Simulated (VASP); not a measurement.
Write the native input for VASP 6.6.1 that does the following.

| Quantity | Value |
| --- | --- |
| Task | band structure |
| Functional | PBEsol |
| Potentials or basis | VASP PAW PBE potentials, release 64 (Cd, S) |
| Cutoff | 520 eV |
| k mesh | 8 × 8 × 8 |
| Occupations | gaussian, width 0.03 eV |
| Spin | no spin polarisation |
| Further INCAR settings | ALGO = Fast; EDIFF = 1e-06; NBANDS = 16 |

The structure of CdS lies in POSCAR:

```
CdS                                     
1.0
    0.0000000000      2.9176352628      2.9176352628
    2.9176352628      0.0000000000      2.9176352628
    2.9176352628      2.9176352628      0.0000000000
  Cd              S             
     1     1
Direct
     1.0000000000000000    1.0000000000000000    1.0000000000000000
     0.2500000000000000    0.2500000000000000    0.2500000000000000
```

One way to write it, as run:

INCAR

```
  ALGO = Fast
  EDIFF = 1E-6
  ENCUT = 520
  GGA = PS
  ICORELEVEL = 1
  ISIF = 2
  ISMEAR = 0
  LASPH = True
  LCHARG = False
  LREAL = False
  LWAVE = False
  NBANDS = 16
  NELM = 80
  PREC = Accurate
  SIGMA = 0.03
```

KPOINTS

```
k-points
0
Gamma
  8 8 8
```

KPOINTS_OPT

```
explicit points
109
Reciprocal
 0.0000000000  0.0000000000  0.0000000000 1
 0.0555555556  0.0000000000  0.0555555556 1
 0.1111111111  0.0000000000  0.1111111111 1
 0.1666666667  0.0000000000  0.1666666667 1
 0.2222222222  0.0000000000  0.2222222222 1
 0.2777777778  0.0000000000  0.2777777778 1
 0.3333333333  0.0000000000  0.3333333333 1
 0.3888888889  0.0000000000  0.3888888889 1
 0.4444444444  0.0000000000  0.4444444444 1
 0.5000000000  0.0000000000  0.5000000000 1
 0.5000000000  0.0000000000  0.5000000000 1
 0.5000000000  0.0277777778  0.5277777778 1
 0.5000000000  0.0555555556  0.5555555556 1
 0.5000000000  0.0833333333  0.5833333333 1
 0.5000000000  0.1111111111  0.6111111111 1
 0.5000000000  0.1388888889  0.6388888889 1
 0.5000000000  0.1666666667  0.6666666667 1
 0.5000000000  0.1944444444  0.6944444444 1
 0.5000000000  0.2222222222  0.7222222222 1
 0.5000000000  0.2500000000  0.7500000000 1
 0.5000000000  0.2500000000  0.7500000000 1
 0.4861111111  0.2638888889  0.7500000000 1
 0.4722222222  0.2777777778  0.7500000000 1
 0.4583333333  0.2916666667  0.7500000000 1
 0.4444444444  0.3055555556  0.7500000000 1
 0.4305555556  0.3194444444  0.7500000000 1
 0.4166666667  0.3333333333  0.7500000000 1
 0.4027777778  0.3472222222  0.7500000000 1
 0.3888888889  0.3611111111  0.7500000000 1
 0.3750000000  0.3750000000  0.7500000000 1
 0.3750000000  0.3750000000  0.7500000000 1
 0.3333333333  0.3333333333  0.6666666667 1
 0.2916666667  0.2916666667  0.5833333333 1
 0.2500000000  0.2500000000  0.5000000000 1
 0.2083333333  0.2083333333  0.4166666667 1
 0.1666666667  0.1666666667  0.3333333333 1
 0.1250000000  0.1250000000  0.2500000000 1
 0.0833333333  0.0833333333  0.1666666667 1
 0.0416666667  0.0416666667  0.0833333333 1
 0.0000000000  0.0000000000  0.0000000000 1
 0.0000000000  0.0000000000  0.0000000000 1
 0.0555555556  0.0555555556  0.0555555556 1
 0.1111111111  0.1111111111  0.1111111111 1
 0.1666666667  0.1666666667  0.1666666667 1
 0.2222222222  0.2222222222  0.2222222222 1
 0.2777777778  0.2777777778  0.2777777778 1
 0.3333333333  0.3333333333  0.3333333333 1
 0.3888888889  0.3888888889  0.3888888889 1
 0.4444444444  0.4444444444  0.4444444444 1
 0.5000000000  0.5000000000  0.5000000000 1
 0.5000000000  0.5000000000  0.5000000000 1
 0.5138888889  0.4722222222  0.5138888889 1
 0.5277777778  0.4444444444  0.5277777778 1
 0.5416666667  0.4166666667  0.5416666667 1
 0.5555555556  0.3888888889  0.5555555556 1
 0.5694444444  0.3611111111  0.5694444444 1
 0.5833333333  0.3333333333  0.5833333333 1
 0.5972222222  0.3055555556  0.5972222222 1
 0.6111111111  0.2777777778  0.6111111111 1
 0.6250000000  0.2500000000  0.6250000000 1
 0.6250000000  0.2500000000  0.6250000000 1
 0.6111111111  0.2500000000  0.6388888889 1
 0.5972222222  0.2500000000  0.6527777778 1
 0.5833333333  0.2500000000  0.6666666667 1
 0.5694444444  0.2500000000  0.6805555556 1
 0.5555555556  0.2500000000  0.6944444444 1
 0.5416666667  0.2500000000  0.7083333333 1
 0.5277777778  0.2500000000  0.7222222222 1
 0.5138888889  0.2500000000  0.7361111111 1
 0.5000000000  0.2500000000  0.7500000000 1
 0.5000000000  0.2500000000  0.7500000000 1
 0.5000000000  0.2777777778  0.7222222222 1
 0.5000000000  0.3055555556  0.6944444444 1
 0.5000000000  0.3333333333  0.6666666667 1
 0.5000000000  0.3611111111  0.6388888889 1
 0.5000000000  0.3888888889  0.6111111111 1
 0.5000000000  0.4166666667  0.5833333333 1
 0.5000000000  0.4444444444  0.5555555556 1
 0.5000000000  0.4722222222  0.5277777778 1
 0.5000000000  0.5000000000  0.5000000000 1
 0.5000000000  0.5000000000  0.5000000000 1
 0.4861111111  0.4861111111  0.5277777778 1
 0.4722222222  0.4722222222  0.5555555556 1
 0.4583333333  0.4583333333  0.5833333333 1
 0.4444444444  0.4444444444  0.6111111111 1
 0.4305555556  0.4305555556  0.6388888889 1
 0.4166666667  0.4166666667  0.6666666667 1
 0.4027777778  0.4027777778  0.6944444444 1
 0.3888888889  0.3888888889  0.7222222222 1
 0.3750000000  0.3750000000  0.7500000000 1
 0.6250000000  0.2500000000  0.6250000000 1
 0.6111111111  0.2222222222  0.6111111111 1
 0.5972222222  0.1944444444  0.5972222222 1
 0.5833333333  0.1666666667  0.5833333333 1
 0.5694444444  0.1388888889  0.5694444444 1
 0.5555555556  0.1111111111  0.5555555556 1
 0.5416666667  0.0833333333  0.5416666667 1
 0.5277777778  0.0555555556  0.5277777778 1
 0.5138888889  0.0277777778  0.5138888889 1
 0.5000000000  0.0000000000  0.5000000000 1
 0.0000000000  0.0000000000  0.0000000000 1
 0.3750000000  0.3750000000  0.7500000000 1
 0.5000000000  0.5000000000  0.5000000000 1
 0.6250000000  0.2500000000  0.6250000000 1
 0.5000000000  0.2500000000  0.7500000000 1
 0.5000000000  0.0000000000  0.5000000000 1
 0.4000000000  0.0000000000  0.4000000000 1
 0.4250000000  0.0000000000  0.4250000000 1
 0.4500000000  0.0000000000  0.4500000000 1
```

Potentials or basis: VASP PAW PBE potentials, release 64 (Cd, S).

Run with:

```console
$ cat potpaw_PBE.64/Cd/POTCAR potpaw_PBE.64/S/POTCAR > POTCAR
$ mpirun -np 1 vasp_std > vasp.out
```

Results of the run:

| Item | Value |
| --- | --- |
| Pressure | 0.1 GPa |
| Band gap on the k mesh | 1.01 eV, direct |
| Band gap along the path | 1.01 eV, direct |

Caveat: the PAW data sets were made with another functional, which shifts forces and pressure a little.

Wall time 20 s on 1 thread of Intel(R) Xeon(R) 6975P-C (Granite Rapids), with other jobs on the host, peak memory 0.2 GiB.
